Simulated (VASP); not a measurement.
A run of VASP 6.6.1 is set up as follows.

The input INCAR:

```
PREC = Accurate ; ENCUT = 520
EDIFF = 1E-7 ; ISMEAR = -1
SIGMA = 0.1 ; LREAL = False
LASPH = True ; NELM = 100
ALGO = Fast ; ISIF = 2
LWAVE = False ; LCHARG = False
GGA = RP ; NBANDS = 14
```

File KPOINTS:

```
regular mesh
0
Gamma
  13 13 4
```

File POSCAR:

```
Li
1.0
    3.1426521640      0.0000000000      0.0000000000
   -1.5713260820      2.7216166093      0.0000000000
    0.0000000000      0.0000000000     10.2425780157
Li
4
Direct
    0.0000000000      0.0000000000      0.0000000000
    0.0000000000      0.0000000000      0.5000000000
    0.3333333333      0.6666666667      0.2500000000
    0.6666666667      0.3333333333      0.7500000000
```

Potentials or basis: VASP PAW PBE potentials, release 64 (Li_sv).

Run with:

```sh
$ cat potpaw_PBE.64/Li_sv/POTCAR > POTCAR
$ mpirun -np 1 vasp_std > vasp.out
```

(1) Predict the band gap on the k mesh.

Answers

(1) none (metal or under the smearing width).
